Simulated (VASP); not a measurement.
## Pd: equation of state with PBEsol

Crystal: Pd.

```
Pd
1.0
     0.00000    1.94650    1.94650
     1.94650    0.00000    1.94650
     1.94650    1.94650    0.00000
Pd
1
Direct
  0.00000 0.00000 0.00000
```

```yaml
Program: VASP 6.6.1
Task: equation of state
Functional: PBEsol
Potentials_or_basis: VASP PAW PBE potentials, release 64 (Pd)
Cutoff: 520 eV
k_mesh: 12 × 12 × 12
Occupations: fermi-dirac, width 0.05 eV
Spin: no spin polarisation
Ladder: free
Further_INCAR_settings: ALGO = Normal; EDIFF = 1e-07; NBANDS = 11
```

```json
{
  "Equilibrium volume": "14.52 Å³/atom",
  "Bulk modulus": "204 GPa",
  "Pressure derivative of the bulk modulus": "5.6"
}
```

Energy against volume, from the lowest point:
| volume (Å³/atom) | energy (meV/atom) |
| --- | --- |
| 13.865 | 20.41 |
| 14.160 | 5.69 |
| 14.455 | 0.00 |
| 14.750 | 2.16 |
| 15.045 | 11.20 |
| 15.340 | 26.24 |
| 15.635 | 46.53 |

All runs of the series together: 69 s on 1 thread of Intel(R) Xeon(R) Platinum 8259CL CPU @ 2.50GHz (Skylake/Cascade Lake), with other jobs on the host.

Caveat: the PAW data sets were made with another functional, which shifts forces and pressure a little.
